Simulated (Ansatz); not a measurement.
Problem. Write an Ansatz input for a full relaxation of cell and atoms of HfC with PBE (scalar-relativistic), a cutoff of 420 eV (density cutoff 4 times that), a Γ-centred 12×12×8 mesh and Gaussian smearing of 0.05 eV, without spin polarisation. Stop at forces under 0.01 eV/Å and stress under 0.04 GPa, or after 60 steps. Forces, stress and eigenvalues are wanted. The structure:
```
Hf C
1.0
     3.4255396858    0.0000000000    0.0000000000
    -1.7127698429    2.9666043895    0.0000000000
     0.0000000000    0.0000000000    4.7743636847
Hf C
2 2
Direct
  0.3333333333 0.6666666667 0.2500000000
  0.6666666667 0.3333333333 0.7500000000
  0.0000000000 0.0000000000 0.0000000000
  0.0000000000 0.0000000000 0.5000000000
```

Solution. 
```yaml
crystal:
  lattice:
    - [3.4255396858, 0.0, 0.0]
    - [-1.7127698429, 2.9666043895, 0.0]
    - [0.0, 0.0, 4.7743636847]
  atoms:
    - { symbol: Hf, position: [0.3333333333, 0.6666666667, 0.25] }
    - { symbol: Hf, position: [0.6666666667, 0.3333333333, 0.75] }
    - { symbol: C, position: [0.0, 0.0, 0.0] }
    - { symbol: C, position: [0.0, 0.0, 0.5] }
basis:
  ecutwfc: 420
  ecutrho_ratio: 4
kpoints:
  mp_grid: { grid: [12, 12, 8] }
hamiltonian:
  xc: pbe
scf:
  occupations: { method: gaussian, width: 0.05 }
output:
  forces: true
  stress: true
  eigenvalues: true
relax:
  f_tol: 0.01
  max_steps: 60
  cell: { stress_tol: 0.04 }
```

Launched as:
```sh
ansatz run input.yaml --threads 2 --pin off --max-ram 2662MiB --backend cpu --events-out ev --progress --plain --runs-dir out
```

Run as written, it has 60 valence electrons, 977 plane waves at Γ (in the final cell), 24 symmetry operations and 95 irreducible k-points; it took 47 SCF iterations in all. It ran for 33 s on 2 threads of Arm Neoverse V2 (shared host), peak memory 0.43 GiB.

The cell came from substitution into a structure type; no database entry of this phase was matched, which doesn't show that none exists.
